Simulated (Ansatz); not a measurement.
The system is TiAl.

```xyz
2
Lattice="3.1791 0.0000 0.0000 0.0000 3.1791 0.0000 0.0000 0.0000 3.1791" Properties=species:S:1:pos:R:3 pbc="T T T"
Ti    0.0000    0.0000    0.0000
Al    1.5895    1.5895    1.5895
```

The cell comes from a database or a generator and needn't be the stable form of this composition.

```yaml
Program: Ansatz 0.2.0
Task: single point
Functional: PBEsol
Potentials_or_basis: all-electron LAPW, scalar-relativistic
Cutoff: 205 eV (chosen from the basis error)
Basis_error_allowed: 0.001 eV/atom
k_mesh: 8 × 8 × 8
Occupations: fermi-dirac, width 0.05 eV
Spin: no spin polarisation
```

On this cell: pressure -2.4 GPa; largest force zero by symmetry; band gap on the k mesh none (metal or under the smearing width).

The same run follows on a disturbed copy (atoms moved at random, drawn with an rms of 0.05 Å):

```
Ti Al
1.0
     3.17906    0.00000    0.00000
     0.00000    3.17906    0.00000
     0.00000    0.00000    3.17906
Ti Al
1 1
Direct
  0.99886 0.00758 0.00170
  0.50931 0.50647 0.50062
```

What does the disturbed cell give?

The energy (extrapolated to zero smearing) moves by +1.7 meV/atom; pressure -2.4 GPa; largest force 0.207 eV/Å; band gap on the k mesh none (metal or under the smearing width).

Forces in eV/Å, atoms in the order of the input:
```
Ti   0.205 -0.022 -0.022
Al  -0.205  0.022  0.022
```
